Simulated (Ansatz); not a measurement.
# Te2Mo monolayer (2H): modes against uniaxial strain along a, the zigzag direction, with the width clamped, part 2 of 3

Aim: how do the optical modes of Te2Mo monolayer (2H) shift and split under this strain?

Ansatz 0.2.0; DFT PBEsol, scalar-relativistic, plane waves, PAW; PAW set soft_1.

So far: The starting structure; Relaxation.

## Step 3: Tight relaxation

Phonons need small forces and stress, so the relaxation is finished with tight tolerances on 9×9×1 k points.

The input, input.yaml:

```yaml
crystal:
  lattice:
    - [3.4909760873, 0.0, 0.0]
    - [-1.7454880436, 3.0232739756, 0.0]
    - [0.0, 0.0, 31.0]
  atoms:
    - { symbol: Mo, position: [0.3333333333, 0.6666666667, 0.3225806452] }
    - { symbol: Te, position: [0.6666666667, 0.3333333333, 0.3807536595] }
    - { symbol: Te, position: [0.6666666667, 0.3333333333, 0.2644076308] }
  periodic: [true, true, false]
kpoints:
  mp_grid: { grid: [9, 9, 1] }
hamiltonian:
  xc: pbesol
  pseudopotentials: { kind: paw, azcp: { folder: soft_1 }, xc_functional: pbe }
scf:
  occupations: { method: fixed }
output:
  forces: true
  stress: true
  eigenvalues: true
  write_density: true
  write_potential: true
  elf: true
  volumetric_format: npy
relax:
  adjacent_minimum: "off"
  f_tol: 0.001
  max_steps: 60
  cell: { stress_2d_tol: 0.002 }
```

Started as:

```sh
> ansatz run input.yaml --threads 4 --pin off --max-ram 16384MiB --backend cpu --events-out ev --progress --plain --runs-dir out
```

Numbers of over 12 decimals in the logs are rounded to 6 here.

The program printed:

```text
[...]
Crystal: 3 atoms, lattice volume = 327.179 Å³
Basis set: ecut = 420 eV, 6373 PW (Γ), exchange–correlation on 48×48×432 points (8 copies of the dense FFT grid, shifted against one another)
Bands: 28, of which v1, the nominal top of the filled ones, is band 23 counted from 1 (22 counted from 0)
Symmetry: 12 space group operations
[...]
k-points: 12 of 81 (time reversal used)
[...]
--- Relaxed structure (1 steps of the walk, 1 accepted, 1 SCFs on fresh bases) ---
[...]
cell:  # Å, volume = 327.1795 Å³
    - [3.490976, -2.8867589464264648e-11, 0.0]
    - [-1.745488, 3.023274, 0.0]
    - [0.0, 0.0, 31.0]
  atoms:
    - { symbol: Mo, position: [0.333333, 0.666667, 0.322581] }
    - { symbol: Te, position: [0.666667, 0.333333, 0.380754] }
    - { symbol: Te, position: [0.666667, 0.333333, 0.264408] }
[key lines of the parts left out:]
SCF converged after 8 iterations
Free energy (F): -18701.485408 eV
Fermi energy:    -4.926153 eV
P = ½ c Tr σ = 0.0010 N/m
```

The job ended after 10 s (4 threads of Arm Neoverse V1, shared host; peak memory 0.63 GiB; 37 s of CPU time).

Little changed from the start: no atom moved by 0.005 Å and no cell edge by 0.1 %.

Valence density in the ac plane at fractional y = 0.333, with atoms of Te within 0.2 Å of it. It is the smooth field of the valence electrons, not physical close to the nuclei.

Ten steps, logarithmic in the rise over the least value, from '_' (0 e/Å³) to '@' (11 e/Å³), each cell a mean:
```
____________________________
____________________________
____________________________
____________________________
____________________________
____________________________
____________________________
____________________________
____________________________
____________________________
____________________________
____________________________
____________________________
____________..............__
::......::--==##%%@@@@##++--
::::::::::----==******++==--
::------::::::----------::::
::::..::::--==##@@@@@@%%**==
..______....::--======--::::
____________________________
____________________________
____________________________
____________________________
____________________________
```
Columns run along a (3.5 Å), rows up along c (31.0 Å). Atoms in or near the plane, at fractional coordinates: Te at (0.67, 0.38), Te at (0.67, 0.26).

Electrostatic potential energy in the ac plane at fractional y = 0.333, with atoms of Te within 0.2 Å of it. With pseudopotentials it is smooth inside the atoms' cores, unlike the true potential.

Ten even steps from '_' (-30 eV) to '@' (0 eV), each cell a mean:
```
@@@@@@@@@@@@@@@@@@@@@@@@@@@@
@@@@@@@@@@@@@@@@@@@@@@@@@@@@
@@@@@@@@@@@@@@@@@@@@@@@@@@@@
@@@@@@@@@@@@@@@@@@@@@@@@@@@@
@@@@@@@@@@@@@@@@@@@@@@@@@@@@
@@@@@@@@@@@@@@@@@@@@@@@@@@@@
@@@@@@@@@@@@@@@@@@@@@@@@@@@@
@@@@@@@@@@@@@@@@@@@@@@@@@@@@
@@@@@@@@@@@@@@@@@@@@@@@@@@@@
@@@@@@@@@@@@@@@@@@@@@@@@@@@@
@@@@@@@@@@@@@@@@@@@@@@@@@@@@
@@@@@@@@@@@@@@@@@@@@@@@@@@@@
@@@@@@@@@@@@@@@@@@@@@@@@@@@@
@@@@@@@@@@@@@@@@%%%%%%@@@@@@
##%%@@@@%%++::..==++++::..--
############++==--====--==**
##********######********####
##%%%%%%##++..__==##**::__::
@@@@@@@@@@%%##**++++++**##%%
@@@@@@@@@@@@@@@@@@@@@@@@@@@@
@@@@@@@@@@@@@@@@@@@@@@@@@@@@
@@@@@@@@@@@@@@@@@@@@@@@@@@@@
@@@@@@@@@@@@@@@@@@@@@@@@@@@@
@@@@@@@@@@@@@@@@@@@@@@@@@@@@
```
Columns run along a (3.5 Å; values clipped at the 3rd and 97th percentile), rows up along c (31.0 Å). Atoms in or near the plane, at fractional coordinates: Te at (0.67, 0.38), Te at (0.67, 0.26).

ELF in the ac plane at fractional y = 0.333, with atoms of Te within 0.2 Å of it. It is the smooth field of the valence electrons, not physical close to the nuclei.

Ten even steps from '_' (0.00) to '@' (0.78), each cell a mean:
```
____________________________
____________________________
____________________________
____________________________
____________________________
____________________________
____________________________
____________________________
____________________________
____________________________
____________________________
____________________________
______________..::::::....__
--..____::++##@@@@@@@@@@%%**
##==::--**##**==--::::--++##
==--::::==++++++==----==++++
--::::::----================
**++----****++--......::==**
++::__..==##@@@@@@%%%%@@@@%%
__________..::==++++++==--::
____________________________
____________________________
____________________________
____________________________
```
Columns run along a (3.5 Å), rows up along c (31.0 Å). Atoms in or near the plane, at fractional coordinates: Te at (0.67, 0.38), Te at (0.67, 0.26).

The largest force component left is 0.56 meV/Å, within the tolerances set.

## Step 4: Modes at rest

Phonons follow from the second derivative of the energy, found here by linear response.

The modes at rest are the reference of the series.

input.yaml, as its differences from that of step 3:

```diff
@@ -18,13 +18,4 @@
 output:
-  forces: true
-  stress: true
   eigenvalues: true
-  write_density: true
-  write_potential: true
-  elf: true
-  volumetric_format: npy
-relax:
-  adjacent_minimum: "off"
-  f_tol: 0.001
-  max_steps: 60
-  cell: { stress_2d_tol: 0.002 }
+phonons:
+  method: dfpt
```

The program printed:

```text
Warning: crystal.symmetry: narrowed to the stabiliser of the run's FFT grids — unitary ops 12 → 6. A phonons.method: dfpt run fills in the rows of the dynamical matrix that it does not solve by its symmetry operations, which is exact only for operations that map its FFT grids onto themselves: filled in by any other, the frequencies could depend on the order in which like atoms are typed, or, by more than the grids' own error, on where the crystal sits among the grids' points. Excluded: 6 operations. The run can therefore solve more perturbations, solve them on more k-points, or both, and cost more. [rest of the remark cut]
[...]
Crystal: 3 atoms, lattice volume = 327.179 Å³
Basis set: ecut = 420 eV, 6373 PW (Γ), exchange–correlation on 48×48×432 points (8 copies of the dense FFT grid, shifted against one another)
Bands: 28, of which v1, the nominal top of the filled ones, is band 23 counted from 1 (22 counted from 0)
Symmetry: 12 space group operations
k-points: 25 of 81 (irreducible under 2 space group operations, time reversal used)
[...]
SCF iter   1: F=—  HF=-18702.227338 eV  |F-HF|=—  |Δ(HF+E_count)|=         —  Δρ=2.40e-2  dr2=2.55e0  ethr=3.10e-3  ⟨swp⟩=7.4  Hψ=3567  notcnv=0  defer=69
[...]
SCF iter  13: F=-18701.485408 eV  HF=-18701.485408 eV  |F-HF|=5.09e-11  |Δ(HF+E_count)|=  9.46e-11  Δρ=4.08e-8  dr2=6.44e-12  ethr=1.00e-12  ⟨swp⟩=29.0  Hψ=7775  notcnv=0
SCF 1 converged in 13 iterations: F = -18701.485408 eV  dr2 = 6.44e-12
[...]
DFPT response loops at Γ: preconditioner auto → none (the input reference at scf.mixing.eps_inf says where Resta's filter doesn't serve); β = 0.50; Broyden in place of MSR1
SCF converged after 13 iterations
Free energy (F): -18701.485408 eV
[...]
Internal energy: -18701.485408 eV  (E = F + TS)
E sigma→0 (E₀):  -18701.485408 eV
Fermi energy:    -4.926157 eV
[...]
--- Band table (eV; the first three rows and the last of 25) ---
  k-point 0: bands = [... 19 lower, -6.5572, -5.7527, -5.7527, -5.4931, -1.6512 (-1.6512°), -1.6512 (-1.6512°), -1.3540, -1.3540, ... 1 higher]
  k-point 1: bands = [... 19 lower, -6.4089, -5.9788, -5.6652, -5.5016, -2.2999, -2.2805, -1.7293 (-1.7293°), -1.5158, ... 1 higher]
  k-point 2: bands = [... 19 lower, -6.4669, -6.0100, -5.9736, -5.6872, -3.2897, -2.6768, -2.4588, -1.2843, ... 1 higher]
  k-point 24: bands = [... 19 lower, -7.8116, -7.2090, -6.1405, -5.3153, -3.5639, -3.0910, -2.7947, -1.2672, ... 1 higher]
  ° read free of the cell's end (the report's vacuum.weakly_bound_levels)
--- Phonons (Γ-DFPT): 6 representative perturbations + reference, on 25 of 81 k-points (Σ response iterations 25) ---
  ASR residual: 1.250e-4 → 0.000e0 eV/Å²; symmetrization residual: 8.500e-5 eV/Å²
  The last average, over the group as it would stand without the narrowing to the FFT grids, took up to 1.944e-6 eV/Å² of the zone centre's force constants
  ASR residual per site (eV/Å²): 8.29e-5 1.25e-4 1.22e-4
  Γ frequencies (cm⁻¹): 0.00 0.00 0.00 118.18 118.18 173.34 238.23 238.23 295.27
  non-analytic LO–TO correction: not included (Born effective charges unavailable; polar crystals: no LO–TO splitting at Γ)
```

Elapsed: 52 s, on 4 threads; peak memory 1.2 GiB; 3.3 min of CPU time.

Numbers from this step:

* sum-rule residual before enforcement: 1.25e-4 eV/Å²
* point group: -6m2
* highest optical mode at the zone centre (no LO-TO term): 295.3 cm⁻¹
* lowest optical zone-centre mode: 118.2 cm⁻¹

Without the LO-TO term. Patterns of degenerate modes are one choice out of their space. The modes at Γ (shares of kinetic energy by element, %):

| mode | frequency (cm⁻¹) | symmetry | Mo % | Te % |
| --- | --- | --- | --- | --- |
| 1 | 0.0 | acoustic | 27 | 73 |
| 2 | 0.0 | acoustic | 27 | 73 |
| 3 | 0.0 | acoustic | 27 | 73 |
| 4 | 118.2 | E'' | 0 | 100 |
| 5 | 118.2 | E'' | 0 | 100 |
| 6 | 173.3 | A1' | 0 | 100 |
| 7 | 238.2 | E' | 73 | 27 |
| 8 | 238.2 | E' | 73 | 27 |
| 9 | 295.3 | A2'' | 73 | 27 |

Displacements in mode 5 (118.2 cm⁻¹), the largest set to 1:
```
Mo1  0.00  0.00  0.00
Te2 -0.04  1.00  0.00
Te3  0.04 -1.00  0.00
```

Displacements in mode 9 (295.3 cm⁻¹), the largest set to 1:
```
Mo1  0.00  0.00  1.00
Te2  0.00  0.00 -0.38
Te3  0.00  0.00 -0.38
```

Before it was imposed, the acoustic sum rule was missed by 1.3e-4 eV/Å². Small misses are needed for a sound result but don't prove that mesh and cutoff are converged. The lowest optical mode is real, 118 cm⁻¹.

## Step 5: A member of the series: uniaxial strain of +5 % along a, the zigzag direction, with the width clamped

The cell takes a uniaxial strain of +5 % along a, the zigzag direction, with the width clamped. The cell is held, and the atoms relax in it.

input.yaml, the sections that differ from step 4:

```yaml
crystal:
  lattice:
    - [3.6655248918, 0.0, 0.0]
    - [-1.8327624459, 3.0232739756, 0.0]
    - [0.0, 0.0, 31.0]
  atoms:
    - { symbol: Mo, position: [0.3311479477, 0.6622958954, 0.3225806452] }
    - { symbol: Te, position: [0.6677593595, 0.335518719, 0.3798897398] }
    - { symbol: Te, position: [0.6677593595, 0.335518719, 0.2652715506] }
  periodic: [true, true, false]
scf:
  occupations: { method: gaussian, width: 0.02 }
output:
  forces: true
  stress: true
  eigenvalues: true
relax:
  adjacent_minimum: "off"
  f_tol: 0.001
  max_steps: 60
# kpoints, hamiltonian: as in step 4
# phonons: removed
```

The program printed:

```text
[...]
--- Relaxed structure (5 steps of the walk, 4 accepted, 0 SCFs on fresh bases) ---
  F+E_penalty+E_count = -18701.42047441 eV   max|allowed force component| = 7.507e-4 eV/Å
  cell:  # Å, volume = 343.5385 Å³
    - [3.6655248918, 0.0, 0.0]
    - [-1.8327624459, 3.0232739756, 0.0]
    - [0.0, 0.0, 31.0]
  atoms:
    - { symbol: Mo, position: [0.330591, 0.661182, 0.3225806452] }
    - { symbol: Te, position: [0.668038, 0.336075, 0.379676] }
    - { symbol: Te, position: [0.668038, 0.336075, 0.265485] }
[key lines of the parts left out:]
SCF converged after 3 iterations
Free energy (F): -18701.420474 eV
Fermi energy:    -4.532570 eV
P = ½ c Tr σ = -2.3672 N/m
```

The job ended after 35 s (4 threads; peak memory 0.71 GiB).

The steps of the relaxation:

| step | energy less that of the first step (eV) | largest force component (eV/Å) |
| --- | --- | --- |
| 1 | 0.0000 | 0.0890 |
| 2 | 0.0050 | 0.2705 |
| 3 | -0.0008 | 0.0051 |
| 4 | -0.0008 | 0.0008 |
| 5 | -0.0008 | 0.0008 |

Relaxation step 2 was tried and not accepted.

Forces are held to the 4 operations that the run works with; a distortion that breaks them can't arise in this run.

Final coordinates:

```xyz
3
Lattice="3.6655 0.0000 0.0000 -1.8328 3.0233 0.0000 0.0000 0.0000 31.0000" Properties=species:S:1:pos:R:3
Mo    0.0000    1.9989   10.0000
Te    1.8328    1.0160   11.7700
Te    1.8328    1.0160    8.2300
```

This step gave:

```
gap on the k-mesh : 0.9894 eV
area per atom     : 3.694 Å²
```

The largest force component left is 0.75 meV/Å.

## Step 6: Modes of this member: uniaxial strain of +5 % along a, the zigzag direction, with the width clamped

The zone-centre modes follow for uniaxial strain of +5 % along a, the zigzag direction, with the width clamped.

input.yaml, the sections that differ from step 5:

```yaml
crystal:
  lattice:
    - [3.6655248918, 0.0, 0.0]
    - [-1.8327624459, 3.0232739756, 0.0]
    - [0.0, 0.0, 31.0]
  atoms:
    - { symbol: Mo, position: [0.3305912049, 0.6611824099, 0.3225806452] }
    - { symbol: Te, position: [0.6680377309, 0.3360754618, 0.3796762793] }
    - { symbol: Te, position: [0.6680377309, 0.3360754618, 0.2654850111] }
  periodic: [true, true, false]
scf:
  occupations: { method: fixed }
output:
  eigenvalues: true
phonons:
  method: dfpt
# kpoints, hamiltonian: as in step 5
# relax: removed
```

The program printed:

```text
[...]
Crystal: 3 atoms, lattice volume = 343.538 Å³
Basis set: ecut = 420 eV, 6635 PW (Γ), exchange–correlation on 60×60×432 points (8 copies of the dense FFT grid, shifted against one another)
Bands: 28, of which v1, the nominal top of the filled ones, is band 23 counted from 1 (22 counted from 0)
Symmetry: 4 space group operations
k-points: 25 of 81 (irreducible under 2 space group operations, time reversal used)
[...]
SCF iter   1: F=—  HF=-18702.171655 eV  |F-HF|=—  |Δ(HF+E_count)|=         —  Δρ=2.44e-2  dr2=2.82e0  ethr=3.10e-3  ⟨swp⟩=7.6  Hψ=3591  notcnv=0  defer=69
[...]
SCF iter  11: F=-18701.420474 eV  HF=-18701.420474 eV  |F-HF|=3.64e-11  |Δ(HF+E_count)|=  3.60e-10  Δρ=9.65e-8  dr2=4.84e-11  ethr=1.00e-12  ⟨swp⟩=28.6  Hψ=7901  notcnv=0
SCF 1 converged in 11 iterations: F = -18701.420474 eV  dr2 = 4.84e-11
[...]
SCF converged after 11 iterations
Free energy (F): -18701.420474 eV
[...]
Internal energy: -18701.420474 eV  (E = F + TS)
E sigma→0 (E₀):  -18701.420474 eV
Fermi energy:    -5.027227 eV
[...]
--- Band table (eV; the first three rows and the last of 25) ---
  k-point 0: bands = [... 19 lower, -6.5481, -6.0959, -5.8246, -5.3257, -2.1125, -1.8913 (-1.8913°), -1.8538 (-1.8538°), -1.4894, ... 1 higher]
  k-point 1: bands = [... 19 lower, -6.8285, -6.3399, -5.6391, -5.3493, -2.5034, -2.2777, -2.2545, -1.9516, ... 1 higher]
  k-point 2: bands = [... 19 lower, -6.8574, -6.4709, -5.8406, -5.5607, -3.2041, -2.9393, -2.8597, -1.6765, ... 1 higher]
  k-point 24: bands = [... 19 lower, -7.7142, -7.3338, -6.1569, -5.3335, -3.6308, -3.5386, -2.7707, -1.4990, ... 1 higher]
  ° read free of the cell's end (the report's vacuum.weakly_bound_levels)
[...]
ASR residual: 1.640e-4 → 0.000e0 eV/Å²; symmetrization residual: 5.527e-5 eV/Å²
[...]
ASR residual per site (eV/Å²): 1.64e-4 6.25e-5 6.35e-5
  Γ frequencies (cm⁻¹): 0.00 0.00 0.00 116.21 116.96 172.37 230.81 236.97 290.75
[...]
```

It took 80 s on 4 threads; peak memory 1.3 GiB.

Numbers from this step:

| Quantity | Value |
| --- | --- |
| sum-rule residual before enforcement | 1.64e-4 eV/Å² |
| point group | mm2 |
| highest optical mode at the zone centre (no LO-TO term) | 290.8 cm⁻¹ |
| lowest optical zone-centre mode | 116.2 cm⁻¹ |

Without the LO-TO term. Patterns of degenerate modes are one choice out of their space. The modes at Γ (shares of kinetic energy by element, %):

| mode | frequency (cm⁻¹) | symmetry | Mo % | Te % |
| --- | --- | --- | --- | --- |
| 1 | 0.0 | acoustic | 27 | 73 |
| 2 | 0.0 | acoustic | 27 | 73 |
| 3 | 0.0 | acoustic | 27 | 73 |
| 4 | 116.2 | A2 | 0 | 100 |
| 5 | 117.0 | B1 | 0 | 100 |
| 6 | 172.4 | A1 | 0 | 100 |
| 7 | 230.8 | B2 | 73 | 27 |
| 8 | 237.0 | A1 | 72 | 28 |
| 9 | 290.8 | B1 | 73 | 27 |

The lowest optical mode is real, 116 cm⁻¹, and the highest lies at 290.8 cm⁻¹.

## Step 7: A member of the series: uniaxial strain of -3 % along a, the zigzag direction, with the width clamped

The cell takes a uniaxial strain of -3 % along a, the zigzag direction, with the width clamped. The cell is held, and the atoms relax in it.

input.yaml, the sections that differ from step 6:

```yaml
crystal:
  lattice:
    - [3.3862468046, 0.0, 0.0]
    - [-1.6931234023, 3.0232739756, 0.0]
    - [0.0, 0.0, 31.0]
  atoms:
    - { symbol: Mo, position: [0.3344143741, 0.6688287483, 0.3225806452] }
    - { symbol: Te, position: [0.6661261463, 0.3322522926, 0.3811939711] }
    - { symbol: Te, position: [0.6661261463, 0.3322522926, 0.2639673192] }
  periodic: [true, true, false]
scf:
  occupations: { method: gaussian, width: 0.02 }
output:
  forces: true
  stress: true
  eigenvalues: true
relax:
  adjacent_minimum: "off"
  f_tol: 0.001
  max_steps: 60
# kpoints, hamiltonian: as in step 6
# phonons: removed
```

The program printed:

```text
[...]
Crystal: 3 atoms, lattice volume = 317.364 Å³
Basis set: ecut = 420 eV, 6189 PW (Γ), exchange–correlation on 48×48×432 points (8 copies of the dense FFT grid, shifted against one another)
Bands: 28, of which v1, the nominal top of the filled ones, is band 23 counted from 1 (22 counted from 0)
Symmetry: 4 space group operations
[...]
--- Relaxed structure (5 steps of the walk, 3 accepted, 0 SCFs on fresh bases) ---
  F+E_penalty+E_count = -18701.45558395 eV   max|allowed force component| = 3.113e-5 eV/Å
  cell:  # Å, volume = 317.3641 Å³
    - [3.3862468046, 0.0, 0.0]
    - [-1.6931234023, 3.0232739756, 0.0]
    - [0.0, 0.0, 31.0]
  atoms:
    - { symbol: Mo, position: [0.334954, 0.669908, 0.322581] }
    - { symbol: Te, position: [0.665856, 0.331713, 0.381415] }
    - { symbol: Te, position: [0.665856, 0.331713, 0.263746] }
[key lines of the parts left out:]
SCF converged after 5 iterations
Free energy (F): -18701.455584 eV
Fermi energy:    -4.169878 eV
P = ½ c Tr σ = 1.8573 N/m
```

Wall time 30 s (4 threads); peak memory 0.69 GiB.

[end of part 2 of 3]

[Logs are printed without paths, hosts, clocks, repeated set-up lines and the standing remarks that a program may print on its own settings, such as how far it seeks lower states.]

[Hosts, paths, dates, database ids (printed as entryN), source tags and the programs' standing remarks are cut or masked in the printed files.]
